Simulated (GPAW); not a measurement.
## Co: band structure with LDA+U

Crystal: Co.

```xyz
2
Lattice="2.4720 0.0000 0.0000 -1.2360 2.1408 0.0000 0.0000 0.0000 4.0211" Properties=species:S:1:pos:R:3 pbc="T T T"
Co    1.2360    0.7136    3.0159
Co    0.0000    1.4272    1.0053
```

```json
{"Program": "GPAW 26.7.0", "Task": "band structure", "Functional": "LDA", "Potentials or basis": "the program's PAW data sets (release 1.2.1) made for this functional", "Cutoff": "600 eV", "Basis": "pw", "k mesh": "9 × 9 × 5", "Occupations": "fermi-dirac, width 0.05 eV", "Spin": "collinear spin, ferromagnetic start", "Starting moments": "[2.0, 2.0] μB", "Hubbard terms": "Co d U = 6.2 eV", "Maxiter": "150", "Band path": "GMKGALHA,LM,KH", "Band points": "80"}
```

| Property | Result |
| --- | --- |
| Pressure | -2.0 GPa |
| Band gap along the path | none (metal or under the smearing width) |
| Net moment | 4.00 μB per cell |
| Site moments | Co +2.20 μB |

Stress tensor (GPa, compression positive):
```
 0.08  0.00  0.00
 0.00  0.08  0.00
 0.00  0.00 -6.18
```

Levels at the corners of the path, in eV from the Fermi level:
Spin up:
| point | band 7 | band 8 | band 9 | band 10 | band 11 | band 12 | band 13 |
| --- | --- | --- | --- | --- | --- | --- | --- |
| Γ | -5.57 | -5.11 | -5.11 | -4.06 | -4.06 | -0.56 | 4.99 |
| M | -4.87 | -4.04 | -3.90 | -3.86 | -0.11 | 2.03 | 8.99 |
| K | -5.11 | -4.23 | -4.23 | -4.07 | 3.37 | 4.33 | 4.33 |
| Γ | -5.57 | -5.11 | -5.11 | -4.06 | -4.06 | -0.56 | 4.99 |
| A | -5.53 | -5.53 | -4.39 | -4.39 | -4.39 | -4.39 | 14.12 |
| L | -4.12 | -4.12 | -3.95 | -3.95 | 0.92 | 0.92 | 6.13 |
| H | -5.11 | -5.11 | -4.02 | -4.02 | 4.81 | 4.81 | 6.24 |
| A | -5.53 | -5.53 | -4.39 | -4.39 | -4.39 | -4.39 | 14.12 |
| L | -4.12 | -4.12 | -3.95 | -3.95 | 0.92 | 0.92 | 6.13 |
| M | -4.87 | -4.04 | -3.90 | -3.86 | -0.11 | 2.03 | 8.99 |
| K | -5.11 | -4.23 | -4.23 | -4.07 | 3.37 | 4.33 | 4.33 |
| H | -5.11 | -5.11 | -4.02 | -4.02 | 4.81 | 4.81 | 6.24 |
Spin down:
```tsv
point	band 4	band 5	band 6	band 7	band 8	band 9	band 10	band 11
Γ	-0.53	-0.53	-0.46	-0.12	-0.12	-0.07	-0.07	1.24
M	-1.99	-1.12	-1.11	-0.17	1.52	1.89	2.07	3.15
K	-2.70	-1.46	-1.46	0.08	1.23	1.64	1.64	5.59
Γ	-0.53	-0.53	-0.46	-0.12	-0.12	-0.07	-0.07	1.24
A	-1.17	-0.68	-0.68	-0.68	-0.68	0.96	0.96	0.96
L	-2.26	0.03	0.03	0.33	0.33	1.99	1.99	2.46
H	-2.57	-1.63	-1.63	0.11	0.11	1.73	1.73	6.55
A	-1.17	-0.68	-0.68	-0.68	-0.68	0.96	0.96	0.96
L	-2.26	0.03	0.03	0.33	0.33	1.99	1.99	2.46
M	-1.99	-1.12	-1.11	-0.17	1.52	1.89	2.07	3.15
K	-2.70	-1.46	-1.46	0.08	1.23	1.64	1.64	5.59
H	-2.57	-1.63	-1.63	0.11	0.11	1.73	1.73	6.55
```

Run time: 97 s on 1 thread of Arm Neoverse V2, on a shared host, peak memory 0.24 GiB.

Caveat: the U is typed as a test and isn't derived for this compound. The state reached can hang on the start; a lower one may exist.
